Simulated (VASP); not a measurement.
## AlN: Born charges and dielectric tensor with LDA

AlN:

```
CELL_PARAMETERS angstrom
0.00000 2.00685 2.00685
2.00685 0.00000 2.00685
2.00685 2.00685 0.00000
ATOMIC_POSITIONS crystal
Al 0.50000 0.50000 0.50000
N 0.00000 0.00000 0.00000
```

Measurements of this composition are mostly on another form, of space group No. 186.

```
Program                : VASP 6.6.1
Task                   : Born charges and dielectric tensor
Functional             : LDA
Potentials or basis    : VASP PAW LDA potentials, release 64 (Al, N)
Cutoff                 : 600 eV
k mesh                 : 4 × 4 × 4
Occupations            : gaussian, width 0.02 eV
Spin                   : no spin polarisation
Further INCAR settings : ALGO = Normal; EDIFF = 1e-08; IBRION = 8; NSW = 1
```

| Property | Result |
| --- | --- |
| Band gap on the k mesh | 4.62 eV, indirect (least direct gap 6.07 eV) |
| Electronic dielectric tensor (diagonal) | 6.14 |
| Born charges (mean of the diagonal) | Al +3.18; N -3.18 e |
| Highest phonon frequency at Γ, LO-TO splitting left out | 478 cm⁻¹ |

Levels at points of the mesh, in eV from the valence-band top:
```csv
k point,band 2,band 3,band 4,band 5,band 6,band 7
"(0.00, 0.00, 0.00)",0.00,0.00,0.00,6.07,12.04,12.04
"(0.50, 0.00, 0.00)",-8.52,-1.13,-1.13,6.23,10.93,10.93
"(0.50, 0.50, 0.00)",-7.60,-2.89,-2.89,4.62,5.10,14.15
```

Phonon frequencies in cm⁻¹ (negative: imaginary):
```
              q point        frequencies
(0.000, 0.000, 0.000)  0 0 0 478 478 478
```

Electronic dielectric tensor:
```
6.14 0.00 0.00
0.00 6.14 0.00
0.00 0.00 6.14
```

Born effective charge tensors (e):
atom 1, Al
```
3.18 0.00 0.00
0.00 3.18 0.00
0.00 0.00 3.18
```
atom 2, N
```
-3.18  0.00  0.00
 0.00 -3.18  0.00
 0.00  0.00 -3.18
```

Wall time 15 s on 1 thread of Intel(R) Xeon(R) Platinum 8488C (Sapphire Rapids), with other jobs on the host, peak memory 0.13 GiB.

Caveat: the k mesh is coarse (spacing up to 0.68 Å⁻¹), so the values aren't converged. A k mesh can miss the band edges.
